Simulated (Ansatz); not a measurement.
Crystal: W.

```xyz
1
Lattice="-1.5823 1.5823 1.5823 1.5823 -1.5823 1.5823 1.5823 1.5823 -1.5823" Properties=species:S:1:pos:R:3 pbc="T T T"
W     0.0000    0.0000    0.0000
```

| Item | Value |
| --- | --- |
| Program | Ansatz 0.2.0 |
| Task | relaxation of cell and atoms |
| Functional | revPBE |
| Potentials or basis | all-electron LAPW, scalar-relativistic |
| Basis error allowed | 0.001 eV/atom |
| k mesh | 12 × 12 × 12 |
| Occupations | fermi-dirac, width 0.05 eV |
| Spin | no spin polarisation |

At the start: volume 15.85 Å³/atom.

Problem. How do energy, volume and symmetry change on relaxing?

Solution. Over 4 steps the energy falls by 11.9 meV/atom and the volume is 16.30 Å³/atom (+2.9 %); space group Im-3m (No. 229, to 0.05 Å).

Step by step:
```tsv
step	energy change (eV)	largest force (eV/Å)	volume (Å³)
1	0.0000	0.0000	15.85
2	-0.0118	0.0000	16.35
3	-0.0119	0.0000	16.30
4	-0.0119	0.0000	16.30
```

Final structure:
```
W
1.0
    -1.59724    1.59724    1.59724
     1.59724   -1.59724    1.59724
     1.59724    1.59724   -1.59724
W
1
Direct
  0.00000 0.00000 0.00000
```
